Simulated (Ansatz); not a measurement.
# PbSe (Clausthalite) (Fm-3m) in Ansatz: notebook

One crystal, PbSe (Clausthalite), is run at these levels: PBEsol, HSE06, PBE0; tasks: single point.

All numbers are computed with Ansatz 0.2.0; they aren't measurements. Logs are shortened: lines on timing, memory, paths and dates and some standing lists are left out, and cuts for length are marked.

**The experiment to reproduce.**

A printed reference work, monograph reports, for a bulk crystal of PbSe: band gap 0.15 eV (direct) at 4.2 K; band gap 0.28 eV (direct) at 300 K.

How close the calculation comes is told below.

## Step 1: The structure

It takes space group Fm-3m (No. 225, cubic). Conventional cell: a = 6.121 Å, b = 6.121 Å, c = 6.121 Å, α = 90.00°, β = 90.00°, γ = 90.00°. Pb (site symmetry m-3m) is surrounded by 6 Se at 3.06 Å. Se (site symmetry m-3m) is surrounded by 6 Pb at 3.06 Å.

## Step 2: Single point, PBEsol

input.yaml reads:

```yaml
crystal:
  lattice:
    - [0.0, 3.06065, 3.06065]
    - [3.06065, 0.0, 3.06065]
    - [3.06065, 3.06065, 0.0]
  atoms:
    - { symbol: Pb, position: [0.0, 0.0, 0.0] }
    - { symbol: Se, position: [0.5, 0.5, 0.5] }
kpoints:
  mp_grid: { grid: [6, 6, 6] }
scf:
  occupations: { method: fermi_dirac, width: 0.05 }
hamiltonian:
  xc: pbesol
  pseudopotentials: { kind: all_electron, datasets: crystal }
output:
  forces: true
  stress: true
  eigenvalues: true
  elf: true
  volumetric_format: npy
```

Potentials or basis: all-electron PAW datasets made for the crystal.

On the command line:

```bash
$ ansatz run input.yaml --threads 2 --pin off --max-ram 8192MiB --backend cpu --events-out ev --progress --plain --runs-dir out
```

Standard output:

```text
Warning: RAYON_NUM_THREADS=2 ignored (pool sized by the plan → 2); use --threads N
hamiltonian.pseudopotentials.datasets: crystal makes datasets for this crystal and solves the spheres of its atoms anew in each pass: cutoff 240.0 eV, the density's 960.0 eV; for an error of 0.50 meV an atom under PBE, 1.0 meV for the cell; an energy difference from a run of another recipe may be off by several times the error for the cell, under r2SCAN by more, where some 0.1 meV an atom stays at smaller errors; Se in spheres of 1.376 Å, 6 of its electrons in bands; Pb in spheres of 1.376 Å, 14 of its electrons in bands
Engine: ansatz 0.2.0, aarch64-unknown-linux-gnu
Pseudopotentials: kind: all_electron
Pseudopotential: Pb, paw, valence charge 14, recommended cutoff 240 eV (normal), crystal/all_electron/pbesol/scalar/gaussian/Pb, Koelling and Harmon's equation, gaussian nucleus
Pseudopotential: Se, paw, valence charge 6, recommended cutoff 240 eV (normal), crystal/all_electron/pbesol/scalar/gaussian/Se, Koelling and Harmon's equation, gaussian nucleus
Functional definition: PBEsol
  exchange = pbesol_x
  correlation = pbesol_c
Crystal: 2 atoms, lattice volume = 57.342 Å³
Basis set: ecut = 240 eV, 531 PW (Γ), exchange–correlation on 48×48×48 points (8 copies of the dense FFT grid, shifted against one another)
Bands: 14, of which v1, the nominal top of the filled ones, is band 10 counted from 1 (9 counted from 0)
Symmetry: 48 space group operations
Space group: Fm-3m (ITA 225), of the structure as read, at distance tolerance 3.9e-5 Å
k-points: 16 of 216
Non-local potential: Pb, projectors of the file, l = 0: 1, l = 1: 1, l = 2: 2
Non-local potential: Se, projectors of the file, l = 0: 1, l = 1: 1
PAW form: soft (Blöchl's): semilocal exchange-correlation on the pseudo side does not see the compensation charge
PAW one-centre angular grid: Pb, 590 points (default); XC on its mesh's 1809 points in the sphere
PAW one-centre angular grid: Se, 110 points (default); XC on its mesh's 1903 points in the sphere
Initial density: superposition of atomic densities (neutral atoms: chi_scale 0, normalization atom)
Initial wavefunctions: pseudopotential atomic-orbital guess
Functional: x = pbesol(κ = 0.804, μ = 0.12345679012345678), c = pbesol(β = 0.046)
iter 1 solved again at ethr=4.66e-3 eV; its pass at ethr=1.00e-1 eV (dr2=9.33e-1 eV) is discarded
SCF iter   1: F=—  HF=-633997.319990 eV  |F-HF|=—  |Δ(HF+E_count)|=         —  Δρ=2.50e-2  dr2=9.07e-1  ethr=4.66e-3  ⟨swp⟩=3.4  Hψ=1200  notcnv=0
preconditioner: auto → none  [insulator: Δε(μ)=0.506 eV  Ē_g=14.964 eV  σ=0.050 eV  W_gap=0.99  n_scr=14 (ndim 8)  ℏωp=21.9 eV  f_vac=0.000  D(μ)=0.01/eV (n_scr^D=0)  ε∞_Penn≈3.1]
SCF iter   2: F=—  HF=-633997.067436 eV  |F-HF|=—  |Δ(HF+E_count)|=   2.53e-1  Δρ=1.08e-2  dr2=9.25e-2  ethr=4.54e-3  ⟨swp⟩=3.0  Hψ=574  notcnv=0
iter 3 solved again at ethr=4.12e-5 eV; its pass at ethr=4.63e-4 eV (dr2=8.25e-3 eV) is discarded
SCF iter   3: F=—  HF=-633997.039423 eV  |F-HF|=—  |Δ(HF+E_count)|=   2.80e-2  Δρ=4.07e-3  dr2=8.23e-3  ethr=4.12e-5  ⟨swp⟩=2.1  Hψ=1009  notcnv=0  defer=1
SCF iter   4: F=—  HF=-633997.038377 eV  |F-HF|=—  |Δ(HF+E_count)|=   1.05e-3  Δρ=3.17e-4  dr2=4.56e-5  ethr=4.12e-5  ⟨swp⟩=2.1  Hψ=387  notcnv=0  defer=1
SCF iter   5: F=—  HF=-633997.040701 eV  |F-HF|=—  |Δ(HF+E_count)|=   2.32e-3  Δρ=1.09e-4  dr2=7.19e-6  ethr=2.28e-7  ⟨swp⟩=3.1  Hψ=559  notcnv=0  defer=1
SCF iter   6: F=—  HF=-633997.040702 eV  |F-HF|=—  |Δ(HF+E_count)|=   4.95e-7  Δρ=3.84e-5  dr2=7.09e-7  ethr=3.59e-8  ⟨swp⟩=3.1  Hψ=431  notcnv=0  defer=1
SCF iter   7: F=—  HF=-633997.040702 eV  |F-HF|=—  |Δ(HF+E_count)|=   2.33e-7  Δρ=1.30e-5  dr2=7.19e-8  ethr=3.54e-9  ⟨swp⟩=3.1  Hψ=490  notcnv=0  defer=1
SCF iter   8: F=-633997.040702 eV  HF=-633997.040702 eV  |F-HF|=1.63e-9  |Δ(HF+E_count)|=   1.71e-8  Δρ=1.53e-6  dr2=7.95e-10  ethr=3.60e-10  ⟨swp⟩=3.1  Hψ=508  notcnv=0  defer=1
SCF 1 converged in 8 iterations: F = -633997.040702 eV  dr2 = 7.95e-10
  Residual-converged pass: ⟨swp⟩=2.9  Hψ=355  notcnv=0  max |occ|·‖R‖ = 5.3e-6 eV (tolerance 5.3e-6 eV)  dr2=8.60e-10  dr2_onsite=6.68e-9  max |Δocc| = 6.7e-13
SCF converged after 8 iterations
Free energy (F): -633997.040702 eV
Harris-Foulkes:  -633997.040702 eV  (|F-HF|=1.63e-9)
Internal energy: -633997.039345 eV  (E = F + TS)
E sigma→0 (E₀):  -633997.040024 eV
Entropy (-TS):   -0.001357 eV (-0.678 meV/atom)
Past the cutoff: the bands carry plane waves up to 1.75 times it, of which those up to 1.5 times it add -0.000356 eV an atom, each by itself; the spheres take 0.000646 eV an atom off the energy for waves past 1.75 times it
By the cutoff:   a pressure is off by up to 0.008 GPa (1.2 times the spheres' own share and the shells' term, over an atom's volume, and 0.004 GPa: a bound that held against runs at twice the plane waves)
Past the cutoffs: a stress includes 0.0022 GPa for waves and charges beyond them, in addition to the slope of what the spheres take
In the spheres:  the bands' charges fall short by 1.5e-6 e at most (sound up to 1e-3)
Fermi energy:    11.699253 eV
--- Per-component energies (eV) ---
  E_band       = 8.837216
  E_kinetic    = 232.961661
  E_local      = -1088.563935  (includes V_loc(G=0)·N_el)
  E_nonlocal   = 370.592384
  E_hartree    = 500.489236
  E_xc         = -143.556779
  E_vxc        = -174.506586  (∫ρ·V_xc dr)
  E_paw        = -635841.616703  (= ΣΔE_a)
  E_vpaw       = -3771.711452  (= ΣTr[D̂ρ^β])
  E_ewald      = -1466.432539
  E_smearing   = -0.001357  (= −TS)
  E_closure    = 3439.087331  (closes the sum)
  Σ components = -633997.040702   (vs F -633997.040702, Δ=0.00e0)
  The terms above E_closure are by the made datasets' own strengths, without shells solved beside the bands.
--- Forces (eV/Å), atoms counted from 1 ---
  atom   1  Pb    -0.00000000     0.00000000    -0.00000000
  atom   2  Se     0.00000000    -0.00000000    -0.00000000
  max |Σ_I F_I| component: 5.46e-30 eV/Å
--- Stress (GPa, compression-positive) ---
       -0.569984       0.000000       0.000000
        0.000000      -0.569984      -0.000000
        0.000000      -0.000000      -0.569984
  P = ⅓ Tr σ = -0.5700 GPa (-5.700 kbar)
--- Band table (eV; the first three rows and the last of 16) ---
  k-point 0: bands = ["-5.1662", "-5.1662", "-5.1662", "-5.1659", "-5.1659", "-2.0153", "5.2737", "9.7219", "9.7219", "9.7219", "16.2777", "16.2777"]
  k-point 1: bands = ["-5.1722", "-5.1722", "-5.1653", "-5.1578", "-5.1578", "-1.8075", "4.6185", "9.7946", "9.7946", "10.1666", "14.6717", "15.2231"]
  k-point 2: bands = ["-5.1847", "-5.1847", "-5.1639", "-5.1410", "-5.1410", "-1.2916", "3.4116", "9.9922", "9.9922", "10.9072", "12.8777", "13.8390"]
  k-point 15: bands = ["-5.2710", "-5.1695", "-5.1601", "-5.1373", "-5.1205", "-0.5479", "3.7064", "6.9349", "7.7976", "9.9592", "14.5145", "15.8947"]
```

Run time: 1.8 s. Hardware: 2 threads of Arm Neoverse V1, shared host; peak memory 0.37 GiB.

Results:

```
Free energy            : -633997.0407 eV
Pressure               : -0.6 GPa
Band gap on the k mesh : 0.20 eV, direct
```

Caveat: spin-orbit coupling is left out, which as a rule narrows the gap of such compounds by several tenths of an eV.

## Step 3: Single point, HSE06

Changes to input.yaml since step 2:

```diff
@@ -13,3 +13,3 @@
 hamiltonian:
-  xc: pbesol
+  xc: hse06
   pseudopotentials: { kind: all_electron, datasets: crystal }
@@ -18,4 +18 @@
   stress: true
-  eigenvalues: true
-  elf: true
-  volumetric_format: npy
```

Potentials or basis: all-electron PAW datasets made for the crystal.

On the command line:

```bash
$ ansatz run input.yaml --threads 2 --pin off --max-ram 8192MiB --backend cpu --events-out ev --progress --plain --runs-dir out
```

Standard output:

```text
Warning: RAYON_NUM_THREADS=2 ignored (pool sized by the plan → 2); use --threads N
hamiltonian.pseudopotentials.datasets: crystal makes datasets for this crystal and solves the spheres of its atoms anew in each pass: cutoff 270.0 eV, the density's 1080.0 eV;, for an error of 0.50 meV an atom under PBE, 1.0 meV for the cell; an energy difference from a run of another recipe may be off by several times the error for the cell, under r2SCAN by more, where some 0.1 meV an atom stays at smaller errors; Se in spheres of 1.376 Å, 6 of its electrons in bands; Pb in spheres of 1.376 Å, 14 of its electrons in bands
Engine: ansatz 0.2.0, aarch64-unknown-linux-gnu
Pseudopotentials: kind: all_electron
Pseudopotential: Pb, paw, valence charge 14, recommended cutoff 270 eV (normal), crystal/all_electron/pbe/scalar/gaussian/Pb, Koelling and Harmon's equation, gaussian nucleus
Pseudopotential: Se, paw, valence charge 6, recommended cutoff 270 eV (normal), crystal/all_electron/pbe/scalar/gaussian/Se, Koelling and Harmon's equation, gaussian nucleus
Functional definition: HSE06
  parameter a = 0.25
  parameter omega = 0.11/bohr
  exchange = pbe_x - a*pbe_x_sr(omega) + a*exact_x_sr(omega)
  correlation = pbe_c
Crystal: 2 atoms, lattice volume = 57.342 Å³
Basis set: ecut = 270 eV, 561 PW (Γ), exchange–correlation on 48×48×48 points (8 copies of the dense FFT grid, shifted against one another)
Bands: 14, of which v1, the nominal top of the filled ones, is band 10 counted from 1 (9 counted from 0)
Symmetry: 48 space group operations
Space group: Fm-3m (ITA 225), of the structure as read, at distance tolerance 3.9e-5 Å
k-points: 16 of 216
Non-local potential: Pb, projectors of the file, l = 0: 1, l = 1: 1, l = 2: 2
Non-local potential: Se, projectors of the file, l = 0: 1, l = 1: 1
PAW form: soft (Blöchl's): semilocal exchange-correlation on the pseudo side does not see the compensation charge
PAW one-centre angular grid: Pb, 590 points (default); XC on its mesh's 1809 points in the sphere
PAW one-centre angular grid: Se, 110 points (default); XC on its mesh's 1903 points in the sphere
Initial density: superposition of atomic densities (neutral atoms: chi_scale 0, normalization atom)
Initial wavefunctions: pseudopotential atomic-orbital guess
[... 29 lines left out ...]
In the spheres:  the bands' charges fall short by 3.7e-7 e at most (sound up to 1e-3)
Fermi energy:    11.844918 eV
--- Per-component energies (eV) ---
  E_band       = -18.071952
  E_kinetic    = 231.231918
  E_local      = -1090.664994  (includes V_loc(G=0)·N_el)
  E_nonlocal   = 374.641754
  E_hartree    = 502.350217
  E_xc         = -116.797836
  E_vxc        = -139.725731  (∫ρ·V_xc dr)
  E_exx        = -41.326424  (= α·E_x^exact, valence–valence)
  E_paw        = -635929.901305  (= ΣΔE_a)
  E_vpaw       = -3681.221487  (= ΣTr[D̂ρ^β])
  E_ewald      = -1466.432539
  E_smearing   = -0.000032  (= −TS)
  E_closure    = 3365.618247  (closes the sum)
  Σ components = -634171.280994   (vs F -634171.280994, Δ=0.00e0)
  The terms above E_closure are by the made datasets' own strengths, without shells solved beside the bands.
--- Forces (eV/Å), atoms counted from 1 ---
  atom   1  Pb    -0.00000000     0.00000000    -0.00000000
  atom   2  Se    -0.00000000     0.00000000     0.00000000
  max |Σ_I F_I| component: 1.52e-18 eV/Å
--- Stress (GPa, compression-positive) ---
        1.294208      -0.000000       0.000000
       -0.000000       1.294208       0.000000
       -0.000000      -0.000000       1.294208
  P = ⅓ Tr σ = 1.2942 GPa (12.942 kbar)
--- Band table (eV; the first three rows and the last of 16) ---
  k-point 0: bands = ["-7.1698", "-7.1698", "-7.1603", "-7.1603", "-7.1603", "-3.5448", "4.8497", "9.2836", "9.2836", "9.2836", "16.9593", "16.9593"]
  k-point 1: bands = ["-7.1761", "-7.1761", "-7.1595", "-7.1532", "-7.1532", "-3.3152", "4.0326", "9.3630", "9.3630", "9.8735", "15.2110", "15.7721"]
  k-point 2: bands = ["-7.1903", "-7.1903", "-7.1585", "-7.1371", "-7.1371", "-2.7448", "2.5991", "9.5705", "9.5705", "10.8121", "13.2569", "14.2600"]
  k-point 15: bands = ["-7.2805", "-7.1664", "-7.1636", "-7.1323", "-7.1159", "-1.9198", "2.9728", "6.2684", "7.2084", "9.6290", "15.0152", "16.4448"]
```

It took 64 s on 2 threads of Arm Neoverse V1, shared host; peak memory 0.84 GiB.

What came out:

```
Free energy            : -634171.2810 eV
Pressure               : 1.3 GPa
Band gap on the k mesh : 0.68 eV, direct
```

Caveat: spin-orbit coupling is left out, which as a rule narrows the gap of such compounds by several tenths of an eV.

## Step 4: Single point, PBE0

Changes to input.yaml since step 3:

```diff
@@ -13,3 +13,3 @@
 hamiltonian:
-  xc: hse06
+  xc: pbe0
   pseudopotentials: { kind: all_electron, datasets: crystal }
```

On the command line:

```bash
$ ansatz run input.yaml --threads 2 --pin off --max-ram 8192MiB --backend cpu --events-out ev --progress --plain --runs-dir out
```

Wall time 63 s (2 threads of Arm Neoverse V1, shared host); peak memory 0.84 GiB.

Results (log left out):

```
Free energy            : -634168.1656 eV
Pressure               : 1.4 GPa
Band gap on the k mesh : 1.23 eV, direct
```

Levels at points of the mesh, in eV from the valence-band top:
```tsv
k point	band 6	band 7	band 8	band 9	band 10	band 11	band 12
(0.00, 0.00, 0.00)	-15.19	-6.78	-2.31	-2.31	-2.31	6.11	6.11
(0.00, 0.00, -0.50)	-14.00	-9.79	-1.84	-1.84	0.00	1.23	2.71
(0.00, -0.50, -0.50)	-13.58	-8.06	-5.78	-3.82	-3.82	4.73	7.11
```

Caveat: spin-orbit coupling is left out, which as a rule narrows the gap of such compounds by several tenths of an eV.

## Step 5: Summary

| level | cutoff (eV) | gap on the mesh (eV) | pressure (GPa) |
| --- | --- | --- | --- |
| PBEsol | 240 | 0.20 | -0.6 |
| HSE06 | 270 | 0.68 | 1.3 |
| PBE0 | 270 | 1.23 | 1.4 |

Alike in all rows: task single point; potentials or basis all-electron PAW datasets made for the crystal; no spin polarisation; cell as given; k mesh 6 × 6 × 6; smearing fermi-dirac 0.05 eV.

On the cell as given the gap runs from 0.20 eV (PBEsol) to 1.23 eV (PBE0). The pressure there spans -0.6 GPa (PBEsol) to 1.4 GPa (PBE0); a positive pressure means that this level wants a larger cell, a negative one a smaller.

Caveats: spin-orbit coupling is left out, which as a rule narrows the gap of such compounds by several tenths of an eV.

Compare energies only between runs with the same functional and basis.

## Step 6: How close it comes

Step 2. A measured gap of PbSe is 0.15 eV (direct; 4.2 K; a printed reference work, monograph); the calculated 0.20 eV misses it by +0.05 eV. 2 values of this kind are on record (0.15 to 0.28 eV); this one was drawn at random. Spin-orbit coupling on Pb, Se is left out. The value is that of PBEsol on a finite k mesh, which can miss the band edges, without temperature or zero-point motion.

Step 3. Against the measured gap of PbSe, 0.28 eV (direct; 300 K; a printed reference work, monograph), the calculated 0.68 eV is off by +0.40 eV. 2 values of this kind are on record (0.15 to 0.28 eV); this one was drawn at random. Spin-orbit coupling on Pb, Se is left out. The value is that of HSE06 on a finite k mesh, which can miss the band edges, without temperature or zero-point motion.

Step 4. Against the measured gap of PbSe, 0.15 eV (direct; 4.2 K; a printed reference work, monograph), the calculated 1.23 eV is off by +1.08 eV. So large a miss can be the level of theory's own, or it may mean another phase, state or a wrong row. 2 values of this kind are on record (0.15 to 0.28 eV); this one was drawn at random. Spin-orbit coupling on Pb, Se is left out. The value is that of PBE0 on a finite k mesh, which can miss the band edges, without temperature or zero-point motion.
